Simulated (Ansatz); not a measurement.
# Al (Im-3m) in Ansatz: further runs

One crystal, Al, is run at these levels: LDA; tasks: single point, equation of state.

All numbers are computed with Ansatz 0.2.0; they aren't measurements. Logs are shortened: lines on timing, memory, paths and dates and some standing lists are left out, and cuts for length are marked.

## Step 1: The structure

Symmetry: Im-3m, No. 229, cubic system. Conventional cell: a = 3.182 Å, b = 3.182 Å, c = 3.182 Å, α = 90.00°, β = 90.00°, γ = 90.00°. Al (site symmetry m-3m) is surrounded by 8 Al at 2.76 Å.

This isn't the form of Al at room conditions, which is fcc.

## Step 2: Single point, LDA, 15.15 Å³/atom (volume scaled by 0.94)

File input.yaml:

```yaml
crystal:
  lattice:
    - [-1.5587357247, 1.5587357247, 1.5587357247]
    - [1.5587357247, -1.5587357247, 1.5587357247]
    - [1.5587357247, 1.5587357247, -1.5587357247]
  atoms:
    - { symbol: Al, position: [0.0, 0.0, 0.0] }
kpoints:
  mp_grid: { grid: [12, 12, 12] }
scf:
  occupations: { method: fermi_dirac, width: 0.05 }
hamiltonian:
  xc: lda
  pseudopotentials: { kind: all_electron, lapw: { basis_error: 0.001 } }
output:
  forces: true
  stress: true
  eigenvalues: true
```

Potentials or basis: all-electron LAPW, scalar-relativistic.

Started as:

```sh
> ansatz run input.yaml --threads 1 --pin off --max-ram 3072MiB --backend cpu --events-out ev --progress --plain --runs-dir out
```

The log of the run:

```text
Warning: RAYON_NUM_THREADS=1 ignored (pool sized by the plan → 1); use --threads N
LAPW: plane waves up to 6.441 Å⁻¹, error target 1.0e-3 eV per atom; small_component_spin mean_spin; Al in spheres of 1.350 Å, 11 of its electrons in bands, Dirac shells [] (how accurate: hamiltonian.pseudopotentials.lapw.basis_error, Limitations)
Engine: ansatz 0.2.0, aarch64-unknown-linux-gnu
Pseudopotentials: kind: all_electron
Pseudopotential: Al, LAPW, valence charge 11, lapw/all_electron/scalar/gaussian/Al, Koelling and Harmon's equation, gaussian nucleus
Functional definition: SPW92
  exchange = slater_x
  correlation = pw_c
Crystal: 1 atoms, lattice volume = 15.149 Å³
Basis set: ecut = 158.08264586473473 eV, 79 PW (Γ), exchange–correlation at level 2
Bands: 10, of which v1, the nominal top of the filled ones, is band 6 counted from 1 (5 counted from 0)
Symmetry: 48 space group operations
Space group: Im-3m (ITA 229), of the structure as read, at distance tolerance 2.5e-5 Å
k-points: 72 of 1728
Non-local potential: Al, projectors of the file, none
Initial density: superposition of atomic densities (chi_scale 0.1, normalization cell)
Initial wavefunctions: plane waves of lowest kinetic energy (no species holds an atomic orbital)
Functional: x = slater, c = lda
iter 1 solved again at ethr=1.27e-4 eV; its pass at ethr=1.00e-1 eV (dr2=1.39e-2 eV) is discarded
SCF iter   1: F=—  HF=-6582.877780 eV  |F-HF|=—  |Δ(HF+E_count)|=         —  Δρ=1.21e-2  dr2=1.40e-2  ethr=1.27e-4  ⟨swp⟩=3.3  Hψ=5553  notcnv=0
preconditioner: auto → none  [insulator: Δε(μ)=0.159 eV  Ē_g=13.966 eV  σ=0.050 eV  W_gap=0.61  n_scr=0 (ndim 8)  ℏωp=16.5 eV  f_vac=0.000  D(μ)=0.52/eV (n_scr^D=0)  ε∞_Penn≈2.4]
SCF iter   2: F=—  HF=-6582.851304 eV  |F-HF|=—  |Δ(HF+E_count)|=   2.65e-2  Δρ=5.34e-3  dr2=2.63e-3  ethr=1.27e-4  ⟨swp⟩=2.0  Hψ=2051  notcnv=0
iter 3 solved again at ethr=4.75e-8 eV; its pass at ethr=2.39e-5 eV (dr2=5.22e-6 eV) is discarded
SCF iter   3: F=—  HF=-6582.845795 eV  |F-HF|=—  |Δ(HF+E_count)|=   5.51e-3  Δρ=2.91e-4  dr2=5.24e-6  ethr=4.75e-8  ⟨swp⟩=2.7  Hψ=3604  notcnv=0
SCF iter   4: F=—  HF=-6582.845775 eV  |F-HF|=—  |Δ(HF+E_count)|=   1.99e-5  Δρ=8.85e-5  dr2=6.29e-7  ethr=4.75e-8  ⟨swp⟩=2.0  Hψ=1948  notcnv=0
SCF iter   5: F=-6582.845776 eV  HF=-6582.845776 eV  |F-HF|=1.55e-11  |Δ(HF+E_count)|=   2.63e-7  Δρ=1.97e-6  dr2=2.92e-10  ethr=5.72e-9  ⟨swp⟩=2.0  Hψ=1948  notcnv=0
SCF 1 converged in 5 iterations: F = -6582.845776 eV  dr2 = 2.92e-10
SCF converged after 5 iterations
Free energy (F): -6582.845776 eV
Harris-Foulkes:  -6582.845776 eV  (|F-HF|=1.55e-11)
Internal energy: -6582.841572 eV  (E = F + TS)
E sigma→0 (E₀):  -6582.843674 eV
Entropy (-TS):   -0.004203 eV (-4.203 meV/atom)
Fermi energy:    10.697928 eV
--- Per-component energies (eV) ---
  E_band       = -489.306439
  E_kinetic    = 6591.110246
  E_xc         = -482.293886
  E_electrostatic = -12691.657932  (all electrons and nuclei)
  E_smearing   = -0.004203  (= −TS)
  E_closure    = 0.000000  (closes the sum)
  E_atoms      = -6578.785301  (free atoms, spherical and without spin; not in F)
  Σ components = -6582.845776   (vs F -6582.845776, Δ=0.00e0)
  Basis errors (estimates in eV, not in F): energy 3.1e-4 per atom: plane waves 3.0e-4 (1.6e-4 summed), levels above the bands 3.0e-128, relativity 7.6e-10, radial functions 9.1e-6, core shells 2.6e-16; eigenvalues (radial functions only) 2.1e-5; not estimated: angular momenta, meshes, grids; target (lapw.basis_error) 1.0e-3; muffin-tin radii Al 1.350 Å
--- Forces (eV/Å), atoms counted from 1 ---
  atom   1  Al     0.00000000     0.00000000    -0.00000000
  max |Σ_I F_I| component: 2.11e-32 eV/Å
--- Stress (GPa, compression-positive) ---
        5.812078       0.000000       0.000000
        0.000000       5.812078       0.000000
        0.000000       0.000000       5.812078
  P = ⅓ Tr σ = 5.8121 GPa (58.121 kbar)
--- Band table (eV; the first three rows and the last of 72) ---
  k-point 0: bands = ["-91.7967", "-53.9794", "-53.9794", "-53.9794", "-1.0003", "24.4093", "24.4093", "24.4093", "26.4066", "26.4066"]
  k-point 1: bands = ["-91.7963", "-53.9817", "-53.9803", "-53.9794", "-0.7892", "22.2778", "23.3365", "23.6332", "25.4730", "26.3967"]
  k-point 2: bands = ["-91.7954", "-53.9880", "-53.9826", "-53.9793", "-0.1579", "18.7268", "21.9559", "22.2285", "24.0543", "25.2457"]
  k-point 71: bands = ["-91.7874", "-54.0058", "-54.0058", "-54.0058", "12.6924", "12.6924", "12.6924", "13.6272", "13.6272", "17.1152"]
```

Wall time 1.8 s (1 thread of Arm Neoverse V2, shared host); peak memory 0.2 GiB.

Results:

```
Free energy            : -6582.8458 eV
Pressure               : 5.8 GPa
Band gap on the k mesh : none (metal or under the smearing width)
```

## Step 3: Single point, LDA, 15.47 Å³/atom (volume scaled by 0.96)

input.yaml, as its differences from that of step 2:

```diff
@@ -2,5 +2,5 @@
   lattice:
-    - [-1.5587357247, 1.5587357247, 1.5587357247]
-    - [1.5587357247, -1.5587357247, 1.5587357247]
-    - [1.5587357247, 1.5587357247, -1.5587357247]
+    - [-1.5697130985, 1.5697130985, 1.5697130985]
+    - [1.5697130985, -1.5697130985, 1.5697130985]
+    - [1.5697130985, 1.5697130985, -1.5697130985]
   atoms:
```

Potentials or basis: all-electron LAPW, scalar-relativistic.

Started as:

```sh
> ansatz run input.yaml --threads 1 --pin off --max-ram 3072MiB --backend cpu --events-out ev --progress --plain --runs-dir out
```

It took 1.8 s on 1 thread of Arm Neoverse V2, shared host; peak memory 0.2 GiB.

It converged, with:

| Quantity | Value |
| --- | --- |
| Free energy | -6582.8555 eV |
| Pressure | 3.9 GPa |
| Band gap on the k mesh | none (metal or under the smearing width) |

## Step 4: Single point, LDA, 15.79 Å³/atom (volume scaled by 0.98)

input.yaml, as its differences from that of step 3:

```diff
@@ -2,5 +2,5 @@
   lattice:
-    - [-1.5697130985, 1.5697130985, 1.5697130985]
-    - [1.5697130985, -1.5697130985, 1.5697130985]
-    - [1.5697130985, 1.5697130985, -1.5697130985]
+    - [-1.5805390481, 1.5805390481, 1.5805390481]
+    - [1.5805390481, -1.5805390481, 1.5805390481]
+    - [1.5805390481, 1.5805390481, -1.5805390481]
   atoms:
```

Started as:

```sh
> ansatz run input.yaml --threads 1 --pin off --max-ram 3072MiB --backend cpu --events-out ev --progress --plain --runs-dir out
```

It took 1.9 s on 1 thread of Arm Neoverse V2, shared host; peak memory 0.19 GiB.

The run converged. Its results:

```
Free energy            : -6582.8614 eV
Pressure               : 2.1 GPa
Band gap on the k mesh : none (metal or under the smearing width)
```

## Step 5: Single point, LDA, 16.12 Å³/atom

input.yaml, as its differences from that of step 4:

```diff
@@ -2,5 +2,5 @@
   lattice:
-    - [-1.5805390481, 1.5805390481, 1.5805390481]
-    - [1.5805390481, -1.5805390481, 1.5805390481]
-    - [1.5805390481, 1.5805390481, -1.5805390481]
+    - [-1.59121869, 1.59121869, 1.59121869]
+    - [1.59121869, -1.59121869, 1.59121869]
+    - [1.59121869, 1.59121869, -1.59121869]
   atoms:
```

Started as:

```sh
> ansatz run input.yaml --threads 1 --pin off --max-ram 3072MiB --backend cpu --events-out ev --progress --plain --runs-dir out
```

Wall time 1.8 s (1 thread of Arm Neoverse V2, shared host); peak memory 0.2 GiB.

It converged, with:

```yaml
Free_energy: -6582.8640 eV
Pressure: 0.5 GPa
Band_gap_on_the_k_mesh: none (metal or under the smearing width)
```

## Step 6: Single point, LDA, 16.44 Å³/atom (volume scaled by 1.02)

input.yaml, as its differences from that of step 5:

```diff
@@ -2,5 +2,5 @@
   lattice:
-    - [-1.59121869, 1.59121869, 1.59121869]
-    - [1.59121869, -1.59121869, 1.59121869]
-    - [1.59121869, 1.59121869, -1.59121869]
+    - [-1.6017568692, 1.6017568692, 1.6017568692]
+    - [1.6017568692, -1.6017568692, 1.6017568692]
+    - [1.6017568692, 1.6017568692, -1.6017568692]
   atoms:
```

Potentials or basis: all-electron LAPW, scalar-relativistic.

Started as:

```sh
> ansatz run input.yaml --threads 1 --pin off --max-ram 3072MiB --backend cpu --events-out ev --progress --plain --runs-dir out
```

Wall time 1.8 s (1 thread of Arm Neoverse V2, shared host); peak memory 0.2 GiB.

Results (log left out):

- Free energy: -6582.8636 eV
- Pressure: -0.9 GPa
- Band gap on the k mesh: none (metal or under the smearing width)

## Step 7: Single point, LDA, 16.76 Å³/atom (volume scaled by 1.04)

input.yaml, as its differences from that of step 6:

```diff
@@ -2,5 +2,5 @@
   lattice:
-    - [-1.6017568692, 1.6017568692, 1.6017568692]
-    - [1.6017568692, -1.6017568692, 1.6017568692]
-    - [1.6017568692, 1.6017568692, -1.6017568692]
+    - [-1.6121581793, 1.6121581793, 1.6121581793]
+    - [1.6121581793, -1.6121581793, 1.6121581793]
+    - [1.6121581793, 1.6121581793, -1.6121581793]
   atoms:
```

Started as:

```sh
> ansatz run input.yaml --threads 1 --pin off --max-ram 3072MiB --backend cpu --events-out ev --progress --plain --runs-dir out
```

It took 1.8 s on 1 thread of Arm Neoverse V2, shared host; peak memory 0.2 GiB.

Results (log left out):

```
Free energy            : -6582.8603 eV
Pressure               : -2.3 GPa
Band gap on the k mesh : none (metal or under the smearing width)
```

## Step 8: Single point, LDA, 17.08 Å³/atom (volume scaled by 1.06)

input.yaml, as its differences from that of step 7:

```diff
@@ -2,5 +2,5 @@
   lattice:
-    - [-1.6121581793, 1.6121581793, 1.6121581793]
-    - [1.6121581793, -1.6121581793, 1.6121581793]
-    - [1.6121581793, 1.6121581793, -1.6121581793]
+    - [-1.6224269796, 1.6224269796, 1.6224269796]
+    - [1.6224269796, -1.6224269796, 1.6224269796]
+    - [1.6224269796, 1.6224269796, -1.6224269796]
   atoms:
```

Started as:

```sh
> ansatz run input.yaml --threads 1 --pin off --max-ram 3072MiB --backend cpu --events-out ev --progress --plain --runs-dir out
```

Run time: 1.8 s. Hardware: 1 thread of Arm Neoverse V2, shared host; peak memory 0.19 GiB.

Results (log left out):

| Item | Value |
| --- | --- |
| Free energy | -6582.8546 eV |
| Pressure | -3.4 GPa |
| Band gap on the k mesh | none (metal or under the smearing width) |

## Step 9: Equation of state, LDA

Potentials or basis: all-electron LAPW, scalar-relativistic.

No new run: the results of the series are fitted here.

What came out:

```yaml
Equilibrium_volume: 16.22 Å³/atom
Bulk_modulus: 74 GPa
Pressure_derivative_of_the_bulk_modulus: 3.9
```

Energy against volume, from the lowest point:
```tsv
volume (Å³/atom)	energy (meV/atom)
15.149	18.25
15.471	8.57
15.793	2.60
16.116	0.00
16.438	0.47
16.760	3.73
17.083	9.48
```
